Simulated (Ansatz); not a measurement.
input.yaml for I (Ansatz 0.2.0)

```yaml
crystal:
  lattice:
    - [2.5383465792, -3.7066249365, 0.0]
    - [2.5383465792, 3.7066249365, 0.0]
    - [-1.620874837, 0.0, 2.3810977968]
  atoms:
    - { symbol: I, position: [0.5, 0.5, 0.5] }
basis:
  ecutwfc: "44 Ry"
  ecutrho_ratio: 8
kpoints:
  mp_grid: { grid: [4, 4, 6] }
hamiltonian:
  xc: pbe
scf:
  occupations: { method: gaussian, width: 0.1 }
output:
  forces: true
  stress: true
  eigenvalues: true
```

Command:

```bash
ansatz run input.yaml --threads 1 --pin off --max-ram 1331MiB --backend cpu --events-out ev --progress --plain --runs-dir out
```

Output, shortened (HF is the Harris–Foulkes energy, dr2 the density residual in eV):

```text
Pseudopotential: I, paw, valence charge 17, recommended cutoff 420 eV (normal)
Crystal: 1 atom, lattice volume = 44.806 Å³
Basis set: ecut = 598.6504 eV, 1469 PW (Γ), exchange–correlation on 108×108×72 points (8 copies of the dense FFT grid, shifted against one another)
Bands: 13, of which v1, the nominal top of the filled ones, is band 9 counted from 1 (8 counted from 0)
Symmetry: 4 space group operations
Space group: C2/m (ITA 12), of the structure as read, at distance tolerance 3.6e-5 Å
k-points: 34 of 96
Initial density: superposition of atomic densities, corrected by the library's trained network
SCF iter   1: HF=-7512.738389 eV  Δρ=8.51e-3  dr2=4.31e-2
SCF iter   2: HF=-7512.721974 eV  Δρ=1.83e-3  dr2=1.40e-3
SCF iter   3: HF=-7512.721740 eV  Δρ=2.00e-4  dr2=1.82e-5
SCF iter   4: HF=-7512.721752 eV  Δρ=4.29e-5  dr2=5.09e-7
SCF iter   5: F=-7512.721753 eV  HF=-7512.721753 eV  Δρ=1.34e-5  dr2=9.04e-8
SCF iter   6: F=-7512.721753 eV  HF=-7512.721753 eV  Δρ=3.80e-6  dr2=8.03e-9
SCF 1 converged in 6 iterations: F = -7512.721753 eV  dr2 = 8.03e-9
SCF converged after 6 iterations
Free energy (F): -7512.721753 eV
E sigma→0 (E₀):  -7512.719055 eV
Entropy (-TS):   -0.005397 eV (-5.397 meV/atom)
Fermi energy:    4.787226 eV
--- Forces (eV/Å), atoms counted from 1 ---
  atom   1  I     -0.00000000     0.00000000     0.00000000
--- Stress (GPa, compression-positive) ---
        1.172386       0.000000       0.097268
        0.000000       0.735587       0.000000
        0.097268       0.000000       1.093993
  P = ⅓ Tr σ = 1.0007 GPa (10.007 kbar)
```

The inputs are trials, many of them unsound on purpose. Their numbers show the effect of the settings and aren't properties of the material.